**Question**

Cadmium telluride, the absorber of a common thin-film solar cell, was relaxed with five density functionals. Each carried a D3(BJ) dispersion correction, a sum of attractions between pairs of atoms that is damped at short distance. The column "volume change" counts from the same starting cell in every row.

CdTe (space group F-43m, two-atom primitive cell) relaxed with GPAW 26.7.0: plane-wave PAW DFT with D3(BJ) dispersion, 600 eV cutoff, 7 × 7 × 7 k-point mesh, Fermi-Dirac smearing of 0.05 eV, no spin polarisation or spin-orbit coupling. Volume changes are relative to a common starting cell of 32.92 Å³ per atom; a is the edge of the primitive cell.

| functional | potentials | volume change (%) | relaxed length a (Å) |
| --- | --- | --- | --- |
| PBE | GPAW-PAW-data-sets-(gpaw-data-1.2.1) | 4.110 | 4.594 |
| PBEsol | PAW-data-sets-made-by gpaw-setup-for-the-functional | -1.050 | 4.517 |
| revPBE | GPAW-PAW-data-sets-(gpaw-data-1.2.1) | 2.960 | 4.577 |
| RPBE | GPAW-PAW-data-sets-(gpaw-data-1.2.1) | -6.770 | 4.428 |
| BLYP | PAW-data-sets-made-by gpaw-setup-for-the-functional | 4.110 | 4.594 |

The same calculations give the dispersion energy in the relaxed two-atom cell. It is negative everywhere, and its size is:

| functional | size of D3 energy (eV per cell) |
|---|---|
| PBE | 0.68 |
| PBEsol | 0.70 |
| revPBE | 1.30 |
| RPBE | 3.33 |
| BLYP | 1.55 |

The PBE run also gives a bulk modulus of 41 GPa.

(a) Without a dispersion correction, RPBE is known for lattices larger than those of PBE. Test three explanations of the order in the table: exchange alone, dispersion alone, and the two together.

(b) A small cell brings atoms closer and so raises the dispersion energy by itself. Is the large value for RPBE a cause of the small cell or only its consequence?

(c) The computed band gap is 1.24 eV with RPBE and 0.89 eV with revPBE; the measured gap is roughly 1.5 eV. Should a solar-cell engineer therefore prefer RPBE with D3(BJ)?

**Model answer**

*(a) Exchange alone.* A gradient-corrected functional lowers the exchange energy where the electron density varies quickly. Stretching a crystal makes its density more uneven, so a functional that rewards unevenness more strongly favours a larger cell. The reward is measured by the enhancement factor, the ratio of the exchange energy to that of a uniform electron gas of the same density. At a typical density gradient, the known formulas put PBEsol lowest, then PBE, revPBE and RPBE.

The first step agrees with the table: from PBEsol to PBE the volume change rises from −1.05% to +4.11%. PBEsol also has a different correlation part, which this test leaves aside. If the step is carried on in proportion to the enhancement at that one gradient, RPBE should end near +5.6%. The size of this guess depends on the gradient chosen; its direction, a cell larger than that of PBE, is the firm part. The calculation gives −6.77%, so the guess is wrong in direction and not merely in size. revPBE also lies below PBE, where exchange alone would put it above.

*Dispersion alone.* Attraction between atoms pulls the crystal together, and RPBE has both the largest dispersion energy and the smallest cell. PBE and PBEsol, however, have almost the same dispersion energy, and their volume changes differ by about 5 percentage points. Equal energies need not mean equal pulls, but a gap of this size most likely comes mainly from something else. The functional is the natural candidate, although PBEsol also used differently generated atomic data sets, whose effect was not tested.

A straight line of volume change against dispersion energy, fitted to all five rows, does slope downwards. It misses by 2.7 percentage points (root mean square), and by 7.9 when each row is predicted from the other four. Such a jump shows that the line hangs on single rows, here above all on RPBE. Among the other four functionals, BLYP has the largest dispersion energy and yet shares the largest cell.

*Both together.* The functional sets the size that the crystal would have by itself, and the dispersion term then pulls it inward. PBEsol and PBE differ mainly in the first part. From PBE to revPBE and RPBE the first part is expected to grow by a few percent. For revPBE the pull roughly doubles and slightly more than cancels this growth; for RPBE it grows far more, and the cell shrinks strongly. This is the only one of the three explanations that accommodates both comparisons.

The two parts are linked by the way D3 is built. Its damping and the weight of one of its terms are adjusted for each functional, so that functional and correction together reproduce known binding energies, mostly of molecules. A functional that binds too weakly therefore tends to receive a stronger correction. For RPBE the damping sets in at rather short distances, which leaves much attraction between near neighbours. Weak binding alone does not account for this: revPBE has almost the same exchange as RPBE, yet its dispersion energy at equal volume is only about half as large. The excess is best put down to this particular set of damping parameters, and in this crystal the correction appears to overshoot the weakness that it was meant to repair.

*Is the pull strong enough?* Take a pair attraction that falls as 1/r⁶, where r is the distance between the atoms. Since volume V grows as r³, the dispersion energy is E = −C/V² with a constant C. Its slope dE/dV = 2C/V³ = 2|E|/V is an inward pressure.

For RPBE the cell volume is 4.428³/√2 = 61.4 Å³. The pressure is then 2 × 3.33 eV / 61.4 Å³ = 0.108 eV/Å³, or about 17 GPa. The same estimate for PBE gives about 3 GPa.

The difference is about a third of the PBE bulk modulus. Damping flattens the near-neighbour terms, so the energy is expected to vary more nearly as 1/V than as 1/V², which would cut both pressures by up to half, and so large a squeeze lies outside simple linear elasticity. The estimate therefore supports only an order of magnitude: the extra pull can shrink the cell by ten percent or so. The RPBE cell is in fact 10% smaller than the PBE cell.

*(b) Cause or consequence.* Compare the dispersion energies at equal volume. The steeper of the two pair laws in D3 is 1/r⁸, so scaling the RPBE value to the larger PBE cell with this law, undamped and with fixed attraction coefficients, takes off about the most that compression could have added. The ratio of RPBE to PBE then falls from 4.9 to 3.7. On this estimate compression explains a minor part of the excess, and most of it is already there at the PBE volume.

What remains comes from the parameters chosen for each functional, because the basic attraction coefficients in D3 depend on the atoms and their surroundings and not on the functional. The large dispersion energy is thus best read as mainly a cause of the small cell, and the contraction then strengthens it somewhat.

*(c) The band gap.* No. The RPBE gap lies closest to the measured one, but it belongs to a crystal that is too small. Its cubic edge is 4.428 × √2 = 6.26 Å, against roughly 6.5 Å measured. Compression normally widens the gap of this material, so most of the apparent improvement is probably a by-product of the overshooting correction.

The D3 term adds nothing to the potential that the electrons feel, so it changes the gap only through the geometry. revPBE and RPBE have nearly the same exchange, and their cells differ by about 10% in volume. The 0.34 eV between their gaps is about what such a compression is expected to give in this material, although no run at a common volume separates the two effects. Spin-orbit coupling, which these calculations omit, would lower the gaps and take RPBE further from the measured value. Gradient-corrected functionals are also known to give gaps that are too small even at the right lattice, so a near match from one of them calls for suspicion. An engineer who needs a gap should first fix a credible lattice and then choose a method for the gap at that lattice.

**Remarks on the reasoning**

The tempting error is to read the first column as a list of functionals. Each row is a pair, and its second member can outweigh the first. A candidate who writes "RPBE gives small lattices" has drawn the wrong lesson, since the small lattice belongs to RPBE with this correction.

The strongest step in the answer is the use of two comparisons that count against different explanations. PBE and PBEsol have nearly the same dispersion energy and suggest that it is not the whole story. PBE and RPBE show a reversal that exchange alone does not produce. Neither comparison would settle the matter by itself.

BLYP deserves a careful sentence. It ends at the same volume as PBE with more than twice the dispersion energy, so on this picture its uncorrected cell is expected to be larger. That fits the known tendency of BLYP to overexpand solids of heavy atoms, but the table does not test it. The agreement with PBE is best read as a coincidence, and small residual pressures alone leave it uncertain by about 0.2% of the volume.

The direct test would be to relax the same crystal with each functional and no dispersion correction. The explanation requires RPBE to give a larger cell than PBE in that case. No such run is available here, so the split into bare size and pull is argued from theory and supported by the numbers, not measured by them.

The printed analysis below gives the scaled energies and pressures for all five rows.

The analysis program printed:

```
Cells and dispersion:
     row  cubic_edge_A  D3_size_eV  D3_at_PBE_cell_eV  undamped_pull_GPa  pressure_error_percent  gap_eV
     PBE         6.497      0.6774             0.6774              3.166                0.007747  0.7492
  PBEsol         6.388      0.7001             0.6115              3.442                  0.1452  0.7873
  revPBE         6.473       1.301              1.263              6.147                  0.2226  0.8944
    RPBE         6.262        3.33              2.481              17.38                 0.05445   1.238
    BLYP         6.497       1.546              1.546              7.225                  0.2089  0.6552
Enhancement minus one, PBEsol: 0.1043
Enhancement minus one, PBE: 0.1725
Enhancement minus one, revPBE: 0.1859
Enhancement minus one, RPBE: 0.1923
Exchange-only guess of volume change, revPBE (%): 5.121
Exchange-only guess of volume change, RPBE (%): 5.608
PBE minus PBEsol volume change (percentage points): 5.16
RPBE cell volume relative to PBE cell (%): -10.45
D3 energy ratio RPBE to PBE, each in its own cell: 4.916
D3 energy ratio RPBE to PBE, scaled to the PBE cell: 3.662
Gap of RPBE minus gap of revPBE (eV): 0.3436
fit of volume_change on 5 rows: constant 5.605 +/- 2.9, coefficient of D3 -3.265 +/- 1.6; rms 2.72, worst PBEsol 4.37, leave-one-out rms 7.87
```
